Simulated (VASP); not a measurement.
CuO:

```
Cu O
1.0
     1.99097   -2.15355    0.00000
     1.99097    2.15355    0.00000
     0.00000    0.00000    5.15593
Cu O
2 2
Cartesian
  0.9955 -1.0768 0.0000
  0.9955 1.0768 2.5780
  1.9910 0.0000 1.2890
  1.9910 0.0000 3.8669
```

Measurements of this composition are mostly on another form, of space group No. 15.

* Program: VASP 6.6.1
* Task: single point
* Functional: PBE
* Potentials or basis: VASP PAW PBE potentials, release 64 (Cu, O)
* Cutoff: 520 eV
* k mesh: 9 × 9 × 5
* Occupations: fermi-dirac, width 0.05 eV
* Spin: no spin polarisation

On this cell: pressure 2.1 GPa; largest force under 0.003 eV/Å; band gap on the k mesh none (metal or under the smearing width).

The same run follows on a disturbed copy (atoms moved at random, drawn with an rms of 0.05 Å):

```
Cu O
1.0
     1.99097   -2.15355    0.00000
     1.99097    2.15355    0.00000
     0.00000    0.00000    5.15593
Cu O
2 2
Direct
  0.50139 0.99208 0.99690
  0.99817 0.48870 0.49358
  0.49427 0.50718 0.25213
  0.50850 0.50044 0.74135
```

Question: What changes?

Answer: The energy (extrapolated to zero smearing) moves by +7.6 meV/atom; pressure 2.4 GPa; largest force 0.651 eV/Å; band gap on the k mesh none (metal or under the smearing width).

Forces in eV/Å, atoms in the order of the input:
```
Cu   0.297  0.321 -0.094
Cu   0.192  0.069  0.265
O   -0.184 -0.319 -0.537
O   -0.305 -0.070  0.366
```

Stress tensor (GPa, compression positive):
```
 2.71 -1.00 -1.00
-1.00  1.83  0.42
-1.00  0.42  2.55
```

Caveats: the run has no spin polarisation, though such a crystal can be magnetic; semilocal functionals often make such compounds metallic where correlation or magnetic order opens a gap, which also shifts bond lengths.
